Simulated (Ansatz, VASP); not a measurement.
## AlN in VASP and in Ansatz

File INCAR:

```
  ALGO = Normal
  EDIFF = 1E-6
  ENCUT = 520
  GGA = PE
  ISIF = 2
  ISMEAR = 0
  LASPH = T
  LCHARG = F
  LREAL = F
  LWAVE = F
  NBANDS = 16
  NELM = 80
  PREC = Accurate
  SIGMA = 0.05
```

KPOINTS

```
k-points
0
Gamma
  9 9 6
```

The input POSCAR:

```
AlN
1.0
    3.1825040440      0.0000000000      0.0000000000
   -1.5912520220      2.7561293497      0.0000000000
    0.0000000000      0.0000000000      4.3578027875
Al N
2 2
Direct
    0.3333333333      0.6666666667      0.7500000000
    0.6666666667      0.3333333333      0.2500000000
    0.3333333333      0.6666666667      0.2500000000
    0.6666666667      0.3333333333      0.7500000000
```

Input for Ansatz:

```yaml
crystal:
  lattice:
    - [3.182504044, 0.0, 0.0]
    - [-1.591252022, 2.7561293497, 0.0]
    - [0.0, 0.0, 4.3578027875]
  atoms:
    - { symbol: Al, position: [0.3333333333, 0.6666666667, 0.75] }
    - { symbol: Al, position: [0.6666666667, 0.3333333333, 0.25] }
    - { symbol: "N", position: [0.3333333333, 0.6666666667, 0.25] }
    - { symbol: "N", position: [0.6666666667, 0.3333333333, 0.75] }
basis:
  ecutwfc: 520.0
kpoints:
  mp_grid: { grid: [9, 9, 6] }
hamiltonian:
  xc: pbe
  pseudopotentials: { kind: paw, azcp: { folder: soft_1 } }
scf:
  occupations: { method: gaussian, width: 0.05 }
output:
  forces: true
  stress: true
  eigenvalues: true
```

Alike in both runs: task single point; functional PBE; k mesh 9 × 9 × 6; occupations gaussian, width 0.05 eV; no spin polarisation.

|  | VASP | Ansatz |
| --- | --- | --- |
| version | VASP 6.6.1 | Ansatz 0.2.0 |
| potentials or method | VASP PAW PBE potentials, release 64 (Al, N) | scalar-relativistic, plane waves, PAW |
| plane-wave cutoff (eV) | 520 | 520 |
| valence electrons in the cell | 16 | 16 |

Ansatz gave:

```
gap on the k mesh at the Fermi level (eV)       : 3.40
least direct gap on the mesh (eV)               : 3.40
pressure (GPa)                                  : 14.0
largest component of the traceless stress (GPa) : 13.21
```

Estimate VASP's values.

gap on the k mesh at the Fermi level (eV): 3.42; least direct gap on the mesh (eV): 3.42; pressure (GPa): 13.9; largest component of the traceless stress (GPa): 13.13.
